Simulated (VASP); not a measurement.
# CdSe (Fm-3m) in VASP: further runs

One crystal, CdSe, is run at these levels: LDA, PBEsol+D4, SCAN+D3(BJ); tasks: single point, electron localisation function.

Everything below comes from runs of VASP 6.6.1. Logs are shortened: lines on timing, memory, paths and dates and some standing lists are left out, and cuts for length are marked.

## Step 1: The structure

The structure is cubic, space group Fm-3m (No. 225). The conventional cell has a = 5.748 Å, b = 5.748 Å, c = 5.748 Å, α = 90.00°, β = 90.00°, γ = 90.00°. Cd (site symmetry m-3m) is surrounded by 6 Se at 2.87 Å. Around Se (site symmetry m-3m) lie 6 Cd at 2.87 Å.

Measurements of this composition are mostly on another form, of space group No. 186.

## Step 2: Single point, LDA

Input file run.py:

```python
from ase.calculators.vasp import Vasp
from ase.dft.bandgap import bandgap
from ase.spacegroup import crystal

atoms = crystal(
    ['Cd', 'Se'],
    basis=[[0.0, 0.0, 0.0], [0.5, 0.0, 0.0]],
    spacegroup=225,
    setting=1,
    cellpar=[5.747916, 5.747916, 5.747916, 90.0, 90.0, 90.0],
    primitive_cell=True,
)
calc = Vasp(
    directory='calc',
    xc='lda',
    pp='LDA',
    setups='materialsproject',
    prec='Accurate',
    encut=520,
    ediff=1e-06,
    ismear=0,
    sigma=0.02,
    lreal=False,
    lasph=True,
    nelm=100,
    algo='Normal',
    isif=2,
    lwave=False,
    lcharg=True,
    lelf=True,
    lvhar=True,
    kpts=[8, 8, 8],
    gamma=True,
)
atoms.calc = calc

print('energy (eV):', atoms.get_potential_energy())
print('free energy (eV):', atoms.get_potential_energy(force_consistent=True))
print('forces (eV/A):')
print(atoms.get_forces())
print('stress (eV/A^3, Voigt):', atoms.get_stress())
print('Fermi level (eV):', calc.get_fermi_level())
gap, top, bottom = bandgap(calc)
print('band gap (eV):', gap, 'from (spin, k, band)', top, 'to', bottom)
```

Potentials or basis: VASP PAW LDA potentials, release 64 (Cd, Se).

Launch:

```
$ python run.py
```

Output:

```text
energy (eV): -6.52177695
free energy (eV): -6.52194301
forces (eV/A):
[[ 0. -0.  0.]
 [-0.  0. -0.]]
stress (eV/A^3, Voigt): [ 0.03493551  0.03493551  0.03493551 -0.          0.         -0.        ]
Fermi level (eV): 2.17683597
band gap (eV): 0.0 from (spin, k, band) (None, None, None) to (None, None, None)
```

OUTCAR:

```text
ENCUT = 520.000000
   EDIFF = 1.00e-06
   PREC = Accurate
   ISIF = 2
   ISMEAR = 0
   NELM = 100
   LASPH = .TRUE.
   LREAL = .FALSE.

 ion  position               nearest neighbor table
   1  0.000  0.000  0.000-   2 2.87   2 2.87   2 2.87   2 2.87   2 2.87   2 2.87
   2  0.500  0.500  0.500-   1 2.87   1 2.87   1 2.87   1 2.87   1 2.87   1 2.87

  LATTYP: Found a face centered cubic cell.
 ALAT       =     5.7479160000

  Lattice vectors:

 A1 = (   0.0000000000,   2.8739580000,   2.8739580000)
 A2 = (   2.8739580000,   0.0000000000,   2.8739580000)
 A3 = (   2.8739580000,   2.8739580000,   0.0000000000)

Analysis of symmetry for initial positions (statically):
=====================================================================
 Subroutine PRICEL returns:
 Original cell was already a primitive cell.

 Routine SETGRP: Setting up the symmetry group for a
 face centered cubic supercell.

 Subroutine GETGRP returns: Found 48 space group operations
 (whereof 48 operations were pure point group operations)
 out of a pool of 48 trial point group operations.

The static configuration has the point symmetry O_h .

Analysis of symmetry for dynamics (positions and initial velocities):
=====================================================================
 Subroutine PRICEL returns:
 Original cell was already a primitive cell.

 Routine SETGRP: Setting up the symmetry group for a
 face centered cubic supercell.

 Subroutine GETGRP returns: Found 48 space group operations
 (whereof 48 operations were pure point group operations)
 out of a pool of 48 trial point group operations.

The dynamic configuration has the point symmetry O_h .

 Subroutine INISYM returns: Found 48 space group operations
 (whereof 48 operations are pure point group operations),
 and found     1 'primitive' translations

----------------------------------------------------------------------------------------

                                     Primitive cell

  volume of cell :      47.4757

  direct lattice vectors                    reciprocal lattice vectors
     0.000000000  2.873958000  2.873958000    -0.173976098  0.173976098  0.173976098
     2.873958000  0.000000000  2.873958000     0.173976098 -0.173976098  0.173976098
     2.873958000  2.873958000  0.000000000     0.173976098  0.173976098 -0.173976098

  length of vectors
     4.064390381  4.064390381  4.064390381     0.301335442  0.301335442  0.301335442

  position of ions in fractional coordinates (direct lattice)
     0.000000000  0.000000000  0.000000000
     0.500000000  0.500000000  0.500000000

  ion indices of the primitive-cell ions
   primitive index   ion index
                 1           1
                 2           2

----------------------------------------------------------------------------------------

 KPOINTS: KPOINTS created by Atomic Simulation Env

Automatic generation of k-mesh.
 Grid dimensions read from file:
 generate k-points for:    8    8    8

 Generating k-lattice:

  Cartesian coordinates                     Fractional coordinates (reciprocal lattice)
    -0.021747012  0.021747012  0.021747012     0.125000000  0.000000000  0.000000000
     0.021747012 -0.021747012  0.021747012     0.000000000  0.125000000  0.000000000
     0.021747012  0.021747012 -0.021747012     0.000000000  0.000000000  0.125000000

  Length of vectors
     0.037666930  0.037666930  0.037666930

  Shift w.r.t. Gamma in fractional coordinates (k-lattice)
[... 42 lines left out ...]
   dimension x,y,z NGXF=    60 NGYF=   60 NGZF=   60
   ions per type =               1   1
   NGX,Y,Z   is equivalent  to a cutoff of  12.27, 12.27, 12.27 a.u.
   NGXF,Y,Z  is equivalent  to a cutoff of  24.54, 24.54, 24.54 a.u.
 SYSTEM =  unknown system
   PREC   = accura    normal or accurate (medium, high low for compatibility)
   ISTART =      0    job   : 0-new  1-cont  2-samecut
   ICHARG =      2    charge: 1-file 2-atom 10-const
   ISPIN  =      1    spin polarized calculation?
   LNONCOLLINEAR =      F non collinear calculations
   LSORBIT =      F    spin-orbit coupling
   LASPH  =      T    aspherical Exc in radial PAW
   ENCUT  =  520.0 eV  38.22 Ry    6.18 a.u.   7.56  7.56  7.56*2*pi/ulx,y,z
   NELM   =    100;   NELMIN=  2; NELMDL= -5     # of ELM steps
   EDIFF  = 0.1E-05   stopping-criterion for ELM
   LREAL  =      F    real-space projection
   EDIFFG = 0.1E-04   stopping-criterion for IOM
   NSW    =      0    number of steps for IOM
   IBRION =     -1    ionic relax: 0-MD 1-quasi-New 2-CG
   NFREE  =      0    steps in history (QN), initial steepest desc. (CG)
   ISIF   =      2    stress and relaxation
   ISYM   =      2    0-nonsym 1-usesym 2-fastsym
   POTIM  = 0.5000    time-step for ionic-motion
   TEBEG  =    0.0;   TEEND  =   0.0 temperature during run
   PSTRESS=    0.0 pullay stress
   NELECT =      18.0000    total number of electrons
   NUPDOWN=      -1.0000    fix difference up-down
   EMIN   =  10.00;   EMAX   =-10.00  energy-range for DOS
   EFERMI =   0.00;   METHOD = LEGACY
   ISMEAR =     0;   SIGMA  =   0.02  broadening in eV -4-tet -1-fermi 0-gaus
   EFERMI_NEDOS =   21; number of points for ismear=-14 and -15
   IALGO  =     38    algorithm
   IMIX   =      4    mixing-type and parameters
     AMIX     =   0.40;   BMIX     =  1.00
     AMIX_MAG =   1.60;   BMIX_MAG =  1.00
  volume/ion in A,a.u.               =      23.74       160.19
  Fermi-wavevector in a.u.,A,eV,Ry     =   1.184882  2.239103 19.101849  1.403946
  Thomas-Fermi vector in A             =   2.321088
   LORBIT       =      0    0 simple, 1 ext, 2 COOP (PROOUT), +10 PAW based schemes
   GGA     = CA    functional components
   LHFCALC =     F    Hartree Fock is set to
   AEXX    =    0.0000 exact exchange contribution
   IVDW    =     0    specifies the selected vdW correction
   LEPSILON=     F    determine dielectric tensor
   LRPA    =     F    only Hartree local field effects (RPA)
 non-spin polarized calculation
 Gauss-broadening in eV      SIGMA  =   0.02
  energy-cutoff  :      520.00
  volume of cell :       47.48
 maximum number of plane-waves:      1303
   NGX = 15   NGY = 15   NGZ = 15

 number of electron      18.0000005 magnetization

 Free energy of the ion-electron system (eV)
  ---------------------------------------------------
  ext. energy  EPLUGINS =         0.00000000
  ---------------------------------------------------
  free energy    TOTEN  =        -6.52194301 eV

  energy without entropy =       -6.52161088  energy(sigma->0) =       -6.52177695

 E-fermi :   2.1768     XC(G=0): -10.3257

 val. band max:        2.1631395743   @ k =  -0.2500   0.1250   0.0000
 cond. band min:       2.3588285742   @ k =   0.3750   0.3750   0.0000
 fundamental gap:      0.1956889998
 Fermi energy:         2.1768359735

 k-point     1 :       0.0000    0.0000    0.0000
  band No.  band energies     occupation
      1     -10.7549      2.00000
      2      -5.7510      2.00000
      3      -5.7510      2.00000
      4      -5.7315      2.00000
      5      -5.7315      2.00000
      6      -5.7315      2.00000
      7       1.5561      2.00000
      8       1.5561      2.00000
      9       1.5561      2.00000
     10       2.0290      2.00000
     11      10.7932      0.00000
     12      10.7932      0.00000
     13      10.7932      0.00000
[... 434 lines left out ...]
  band No.  band energies     occupation
      1      -9.8629      2.00000
      2      -5.8493      2.00000
      3      -5.7223      2.00000
      4      -5.7223      2.00000
      5      -5.5401      2.00000
      6      -5.2064      2.00000
      7      -0.9953      2.00000
      8      -0.9953      2.00000
      9      -0.9393      2.00000
     10       4.9595      0.00000
     11       7.8174      0.00000
     12       9.4955      0.00000
     13       9.4955      0.00000

------------------------ aborting loop because EDIFF is reached ----------------------------------------

  FORCE on cell =-STRESS in cart. coord.  units (eV):
  Direction    XX          YY          ZZ          XY          YZ          ZX
  --------------------------------------------------------------------------------------
  -------------------------------------------------------------------------------------
  Total       -1.6585865     -1.6585865     -1.6585865      0.0000000      0.0000000     -0.0000000
  in kB      -55.9728556    -55.9728556    -55.9728556      0.0000000      0.0000000     -0.0000000
  external PRESSURE =     -55.9728556 kB  Pullay stress =       0.0000000 kB

 VOLUME and BASIS-vectors are now :
 -----------------------------------------------------------------------------
  energy-cutoff  :      520.00
  volume of cell :       47.48
      direct lattice vectors                 reciprocal lattice vectors
     0.000000000  2.873958000  2.873958000    -0.173976098  0.173976098  0.173976098
     2.873958000  0.000000000  2.873958000     0.173976098 -0.173976098  0.173976098
     2.873958000  2.873958000  0.000000000     0.173976098  0.173976098 -0.173976098

 POSITION                                       TOTAL-FORCE (eV/Angst)
 -----------------------------------------------------------------------------------
      0.00000      0.00000      0.00000         0.000000     -0.000000      0.000000
      2.87396      2.87396      2.87396        -0.000000      0.000000     -0.000000
 -----------------------------------------------------------------------------------
    total drift:                               -0.000000      0.000000      0.000000

  FREE ENERGIE OF THE ION-ELECTRON SYSTEM (eV)
  ---------------------------------------------------
  free  energy   TOTEN  =        -6.5219430078 eV

  energy  without entropy=       -6.5216108849  energy(sigma->0) =       -6.52177695
```

INCAR:

```text
ENCUT = 520.000000
SIGMA = 0.020000
EDIFF = 1.00e-06
ALGO = Normal
PREC = Accurate
ISIF = 2
ISMEAR = 0
NELM = 100
LASPH = .TRUE.
LCHARG = .TRUE.
LELF = .TRUE.
LVHAR = .TRUE.
LWAVE = .FALSE.
LREAL = .FALSE.
```

Run time: 24 s. Hardware: 1 thread of Intel Xeon Platinum 8488C (Sapphire Rapids), shared host; peak memory 0.15 GiB.

What came out:

| Quantity | Value |
| --- | --- |
| Free energy | -6.5219 eV |
| Pressure | -5.6 GPa |
| Band gap on the k mesh | none (metal or under the smearing width) |

## Step 3: Electron localisation function, PBEsol+D4

Input file INCAR:

```
  ALGO = Fast
  EDIFF = 1E-7
  ENCUT = 520
  GGA = PS
  ISIF = 2
  ISMEAR = -1
  IVDW = 13
  LASPH = T
  LCHARG = T
  LELF = T
  LREAL = F
  LWAVE = F
  NELM = 80
  PREC = Accurate
  SIGMA = 0.02
```

Input file KPOINTS:

```
k-points
0
Gamma
  8 8 8
```

Input file POSCAR:

```
CdSe
1.0
    0.0000000000      2.8739580000      2.8739580000
    2.8739580000      0.0000000000      2.8739580000
    2.8739580000      2.8739580000      0.0000000000
Cd Se
1 1
Direct
    0.0000000000      0.0000000000      0.0000000000
    0.5000000000      0.5000000000      0.5000000000
```

Potentials or basis: VASP PAW PBE potentials, release 64 (Cd, Se).

Launch:

```
$ cat potpaw_PBE.64/Cd/POTCAR potpaw_PBE.64/Se/POTCAR > POTCAR
$ mpirun -np 1 vasp_std > vasp.out
```

It took 19 s on 1 thread of Intel Xeon Platinum 8488C (Sapphire Rapids), shared host; peak memory 0.17 GiB.

The run converged. Its results:

- Free energy: -6.4049 eV
- Pressure: -4.9 GPa
- Band gap on the k mesh: none (metal or under the smearing width)
- Dispersion energy per atom: -0.222 eV

Levels at points of the mesh, in eV from the Fermi level:
| k point | band 7 | band 8 | band 9 | band 10 | band 11 | band 12 |
| --- | --- | --- | --- | --- | --- | --- |
| (0.00, 0.00, 0.00) | -0.63 | -0.63 | -0.63 | -0.06 | 8.55 | 8.55 |
| (0.50, 0.00, 0.00) | -5.00 | -0.07 | -0.07 | 2.87 | 5.15 | 5.15 |
| (0.50, 0.50, 0.00) | -4.15 | -2.09 | -2.09 | -0.57 | 5.33 | 9.57 |

Caveat: the PAW data sets were made with another functional, which shifts forces and pressure a little; pairwise dispersion overbinds metals, which lowers pressure and volume.

## Step 4: Single point, SCAN+D3(BJ) (cell strained at random at fixed volume)

Input file INCAR:

```
  PREC = Accurate
  ENCUT = 520
  EDIFF = 1E-6
  ISMEAR = -1
  SIGMA = 0.02
  LREAL = False
  LASPH = True
  NELM = 80
  ALGO = Normal
  ISIF = 2
  LWAVE = False
  LCHARG = False
  METAGGA = SCAN
  LMIXTAU = True
  IVDW = 12
```

Input file KPOINTS:

```
Automatic mesh
0
Gamma
  8 8 8
```

Input file POSCAR:

```
CdSe
1.0
   -0.0182890000      2.8268050000      2.8208400000
    2.8870220000     -0.0177150000      2.8202670000
    2.9283870000      2.8675960000     -0.0590800000
Cd Se
1 1
Cartesian
    0.0000000000      0.0000000000      0.0000000000
    2.8985600000      2.8383430000      2.7910135000
```

Launch:

```
$ cat potpaw_PBE.64/Cd/POTCAR potpaw_PBE.64/Se/POTCAR > POTCAR
$ mpirun -np 1 vasp_std > vasp.out
```

Run time: 11 min. Hardware: 1 thread of Intel Xeon Platinum 8488C (Sapphire Rapids), shared host; peak memory 0.32 GiB.

It converged, with:

| Quantity | Value |
| --- | --- |
| Free energy | -51.8746 eV |
| Pressure | -3.0 GPa |
| Band gap on the k mesh | none (metal or under the smearing width) |
| Dispersion energy per atom | -0.118 eV |

Stress tensor (GPa, compression positive):
```
-3.87 -0.21  0.58
-0.21 -2.68  0.54
 0.58  0.54 -2.54
```

Levels at points of the mesh, in eV from the Fermi level:
| k point | band 6 | band 7 | band 8 | band 9 | band 10 | band 11 | band 12 | band 13 |
| --- | --- | --- | --- | --- | --- | --- | --- | --- |
| (0.00, 0.00, 0.00) | -8.20 | -0.85 | -0.66 | -0.56 | 0.49 | 8.90 | 9.17 | 9.36 |
| (0.50, 0.00, 0.00) | -8.08 | -5.01 | -0.17 | -0.09 | 3.45 | 5.58 | 5.74 | 6.31 |
| (0.00, 0.50, 0.00) | -8.08 | -5.01 | -0.23 | -0.05 | 3.42 | 5.51 | 5.85 | 6.32 |
| (0.50, 0.50, 0.00) | -7.52 | -4.19 | -2.27 | -2.05 | -0.21 | 5.82 | 10.27 | 10.72 |
| (0.00, 0.00, 0.50) | -8.09 | -5.13 | -0.12 | 0.00 | 3.61 | 5.75 | 5.98 | 6.42 |
| (0.50, 0.00, 0.50) | -7.52 | -4.19 | -2.31 | -2.00 | -0.21 | 5.83 | 10.34 | 10.63 |
| (0.00, 0.50, 0.50) | -7.56 | -4.16 | -2.20 | -1.98 | -0.12 | 5.94 | 10.15 | 11.02 |
| (0.50, 0.50, 0.50) | -8.08 | -4.96 | -0.21 | -0.12 | 3.37 | 5.49 | 5.65 | 6.26 |

Caveat: the PAW data sets were made with another functional, which shifts forces and pressure a little; pairwise dispersion overbinds metals, which lowers pressure and volume.

## Step 5: Overview

| task | level | potentials or basis | cell | smearing | further INCAR settings | gap on the mesh (eV) | pressure (GPa) |
| --- | --- | --- | --- | --- | --- | --- | --- |
| single point | LDA | VASP PAW LDA potentials, release 64 (Cd, Se) | as given | gaussian 0.02 eV | ALGO = Normal; EDIFF = 1.00e-06 | none | -5.6 |
| electron localisation function | PBEsol+D4 | VASP PAW PBE potentials, release 64 (Cd, Se) | as given | fermi-dirac 0.02 eV | ALGO = Fast; EDIFF = 1e-07 | none | -4.9 |
| single point | SCAN+D3(BJ) | VASP PAW PBE potentials, release 64 (Cd, Se) | cell strained at random at fixed volume | fermi-dirac 0.02 eV | ALGO = Normal; EDIFF = 1e-06 | none | -3.0 |

Alike in all rows: no spin polarisation; k mesh 8 × 8 × 8; cutoff (eV) 520.

Caveats: the PAW data sets were made with another functional, which shifts forces and pressure a little (some runs); pairwise dispersion overbinds metals, which lowers pressure and volume (some runs).

Total energies depend on the potentials used, so only differences within one code and one set of settings carry meaning.
